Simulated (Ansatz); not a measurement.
An element in the sc structure gives these cold pressures by all-electron LAPW under PBE (Ansatz 0.2.0, scalar-relativistic, no spin polarisation).

| V (Å³/atom) | P (GPa) |
| --- | --- |
| 79.64 | -0.01 |
| 75.66 | 0.14 |
| 67.70 | 0.59 |
| 59.73 | 1.33 |
| 51.77 | 2.62 |
| 43.80 | 4.96 |
| 35.84 | 9.24 |
| 31.86 | 12.18 |

Problem. Which element is it?

Solution. K. Its zero-pressure volume in this structure is near 79.6 Å³/atom; the volume and the steepness of P(V) together point to it, though neighbours can come close. Other candidates weren't computed, and some may come near.
